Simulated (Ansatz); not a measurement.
# Pt: the cost of one run

Program: Ansatz 0.2.0. Level of theory: DFT PBE, scalar-relativistic, plane waves, PAW. These are calculated values, not measurements.

## 1. The system as given

It takes space group P-3m1 (No. 164, trigonal). The conventional cell has a = 2.775 Å, b = 2.775 Å, c = 29.328 Å, α = 90.00°, β = 90.00°, γ = 120.00°. Pt (site symmetry 3m) has 9 Pt at 2.77 Å as nearest neighbours. Around Pt (site symmetry 3m) lie 12 Pt at 2.77 Å.

Structure file:

```
Pt
1.0
     5.54937    0.00000    0.00000
     2.77469    4.80590    0.00000
     0.00000    0.00000   29.32761
Pt
24
Direct
  0.16667 0.16667 0.30688
  0.66667 0.16667 0.30688
  0.16667 0.66667 0.30688
  0.66667 0.66667 0.30688
  0.83333 0.33333 0.38413
  0.33333 0.33333 0.38413
  0.83333 0.83333 0.38413
  0.33333 0.83333 0.38413
  0.00000 0.00000 0.46138
  0.50000 0.00000 0.46138
  0.00000 0.50000 0.46138
  0.50000 0.50000 0.46138
  0.16667 0.16667 0.53862
  0.66667 0.16667 0.53862
  0.16667 0.66667 0.53862
  0.66667 0.66667 0.53862
  0.83333 0.33333 0.61587
  0.33333 0.33333 0.61587
  0.83333 0.83333 0.61587
  0.33333 0.83333 0.61587
  0.00000 0.00000 0.69312
  0.50000 0.00000 0.69312
  0.00000 0.50000 0.69312
  0.50000 0.50000 0.69312
```

## 2. Relaxing the atoms: Pt24 slab, no spin

File input.yaml:

```yaml
crystal:
  lattice:
    - [5.5493740188, 0.0, 0.0]
    - [2.7746870094, 4.8058988753, 0.0]
    - [0.0, 0.0, 29.3276122815]
  atoms:
    - { symbol: Pt, position: [0.1666666667, 0.1666666667, 0.306878034] }
    - { symbol: Pt, position: [0.6666666667, 0.1666666667, 0.306878034] }
    - { symbol: Pt, position: [0.1666666667, 0.6666666667, 0.306878034] }
    - { symbol: Pt, position: [0.6666666667, 0.6666666667, 0.306878034] }
    - { symbol: Pt, position: [-0.1666666667, 0.3333333333, 0.3841268204] }
    - { symbol: Pt, position: [0.3333333333, 0.3333333333, 0.3841268204] }
    - { symbol: Pt, position: [-0.1666666667, 0.8333333333, 0.3841268204] }
    - { symbol: Pt, position: [0.3333333333, 0.8333333333, 0.3841268204] }
    - { symbol: Pt, position: [0.0, 0.0, 0.4613756068] }
    - { symbol: Pt, position: [0.5, 0.0, 0.4613756068] }
    - { symbol: Pt, position: [0.0, 0.5, 0.4613756068] }
    - { symbol: Pt, position: [0.5, 0.5, 0.4613756068] }
    - { symbol: Pt, position: [0.1666666667, 0.1666666667, 0.5386243932] }
    - { symbol: Pt, position: [0.6666666667, 0.1666666667, 0.5386243932] }
    - { symbol: Pt, position: [0.1666666667, 0.6666666667, 0.5386243932] }
    - { symbol: Pt, position: [0.6666666667, 0.6666666667, 0.5386243932] }
    - { symbol: Pt, position: [-0.1666666667, 0.3333333333, 0.6158731796] }
    - { symbol: Pt, position: [0.3333333333, 0.3333333333, 0.6158731796] }
    - { symbol: Pt, position: [-0.1666666667, 0.8333333333, 0.6158731796] }
    - { symbol: Pt, position: [0.3333333333, 0.8333333333, 0.6158731796] }
    - { symbol: Pt, position: [0.0, 0.0, 0.693121966] }
    - { symbol: Pt, position: [0.5, 0.0, 0.693121966] }
    - { symbol: Pt, position: [0.0, 0.5, 0.693121966] }
    - { symbol: Pt, position: [0.5, 0.5, 0.693121966] }
scf:
  occupations: { method: gaussian, width: 0.1 }
output:
  forces: true
  write_density: true
  write_potential: true
  elf: true
  volumetric_format: npy
hamiltonian:
  xc: pbe
kpoints:
  mp_grid: { grid: [6, 6, 1] }
efield:
  axis: 3
  dipole_correction: true
relax:
  f_tol: 0.02
  max_steps: 80
  constraints: [{ sites: [0, 1, 2, 3, 4, 5, 6, 7, 8, 9, 10, 11, 12, 13, 14, 15] }]
```

Launch:

```sh
$ ansatz run input.yaml --threads 8 --pin off --max-ram 12288MiB --backend cpu --events-out ev --progress --plain --runs-dir out
```

**Question.** How long does this run take on 8 threads of Arm Neoverse V1, shared host, and how much memory does it need?

About 98 s, with a peak of 6.9 GiB.
